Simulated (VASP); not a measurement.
# BaS in VASP 6.6.1, single-point calculation

INCAR

```
NELM = 120
IBRION = -1
ISIF = 2
NBANDS = 15
EDIFF = 1E-7
ALGO = Normal
ENCUT = 520
GGA = PE
PREC = Accurate
LCHARG = .FALSE.
LREAL = .FALSE.
NSW = 0
LASPH = .TRUE.
LWAVE = .FALSE.
SIGMA = 0.02
ISMEAR = -1
```

KPOINTS

```
KPOINTS created by Atomic Simulation Environment
0
Gamma
8 8 8
0 0 0
```

POSCAR

```
Ba S
 1.0000000000000000
     0.0000000000000000    3.3438006843000001    3.1667615654999999
     3.3438006843000001    0.0000000000000000    3.1667615654999999
     3.3438006843000001    3.3438006843000001    0.0000000000000000
 Ba  S
   1   1
Cartesian
  0.0000000000000000  0.0000000000000000  0.0000000000000000
  3.3438006842999997  3.3438006842999997  3.1667615654999994
```

The recommended PBE PAW datasets give the neutral cell 16 valence electrons.

Command

```
mpirun -np 1 vasp_std
```

Task: Predict the outcome of this run.

Result: It converged. Results: gap between bands v and c on the k mesh 2.10 eV; least direct gap on the k mesh 2.30 eV; pressure -1.6 GPa. Band v is the last that the valence electrons fill when counted band by band, and c is the next.

OSZICAR

```
N       E                     dE             d eps       ncg     rms          rms(c)
DAV:   1     0.850783472639E+02    0.85078E+02   -0.67208E+03  1770   0.915E+02
DAV:   2    -0.554756706922E+01   -0.90626E+02   -0.82120E+02  2399   0.168E+02
DAV:   3    -0.105657266992E+02   -0.50182E+01   -0.49825E+01  2403   0.419E+01
DAV:   4    -0.106730196763E+02   -0.10729E+00   -0.10726E+00  2394   0.597E+00
DAV:   5    -0.106750233843E+02   -0.20037E-02   -0.20037E-02  2443   0.659E-01    0.443E+00
DAV:   6    -0.101268235193E+02    0.54820E+00   -0.75993E-01  2064   0.516E+00    0.298E+00
DAV:   7    -0.101297695854E+02   -0.29461E-02   -0.19988E-01  2247   0.244E+00    0.206E+00
DAV:   8    -0.101441120155E+02   -0.14342E-01   -0.25656E-02  1987   0.112E+00    0.206E-01
DAV:   9    -0.101455614923E+02   -0.14495E-02   -0.39692E-03  2274   0.461E-01    0.202E-01
DAV:  10    -0.101465353219E+02   -0.97383E-03   -0.10866E-03  1861   0.206E-01    0.492E-02
DAV:  11    -0.101466830235E+02   -0.14770E-03   -0.18811E-04  2183   0.809E-02    0.189E-02
DAV:  12    -0.101466886648E+02   -0.56414E-05   -0.10330E-05  2064   0.202E-02    0.336E-03
DAV:  13    -0.101466884547E+02    0.21015E-06   -0.92945E-07  2253   0.594E-03    0.183E-03
DAV:  14    -0.101466885699E+02   -0.11517E-06   -0.81537E-08  1699   0.211E-03    0.516E-04
DAV:  15    -0.101466885771E+02   -0.72447E-08   -0.16441E-08  1263   0.937E-04
   1 F= -.10146689E+02 E0= -.10146689E+02  d E =-.215386E-10
```

For comparison, a separate PBE run of the intended cell, on usual settings and not on those above, gives a gap of 2.10 eV on its mesh and a pressure of -1.6 GPa.
